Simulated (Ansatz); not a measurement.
**Rh: strain energy, fitted**

Rh, P6_3/mmc, a = 2.725 Å, c = 4.385 Å. This isn't the element's structure at ambient conditions. Ansatz: PBE, PAW, 420 eV, Γ-centred 18×18×10 mesh on 2 atoms, Gaussian smearing 0.10 eV; no spin polarisation. Series: equal strain along all axes, cell held, atoms fixed by symmetry; x is the strain in per cent. y is the free energy over the unstrained cell, V0 = 14.097 Å³/atom.

| x (%) | y (meV/atom) |
| --- | --- |
| -6.0 | ? |
| -4.0 | 191.60 |
| -2.0 | 43.97 |
| 0.0 | 0.00 |
| 2.0 | 37.13 |
| 4.0 | 136.84 |
| 6.0 | 284.01 |

Fit y = c2 x² + c3 x³ to the other rows, turn c2 into a modulus, and predict the missing energy.

Least squares on the rows shown. y = 10.309 x² − 0.40705 x³. In eV per unit strain² c2 is 103.1; the stiffness is B for this strain (E = 9/2 B V0 ε², shape held): 2 × 103.1 × 160.2 / (9 × 14.097) = 260 GPa. At x = -6.0 the fit asked for gives 459.05 meV/atom. The run gave 470.23 meV/atom, so the fit is 11.18 meV/atom too low, 2.4 % of the span of the series, against an rms of 1.12 meV/atom on the fitted rows. The row lies outside the fitted range. With a term in x⁴ added, a fit to the same known rows predicts 468.88 meV/atom, so most of the miss is curvature that the known rows already hold.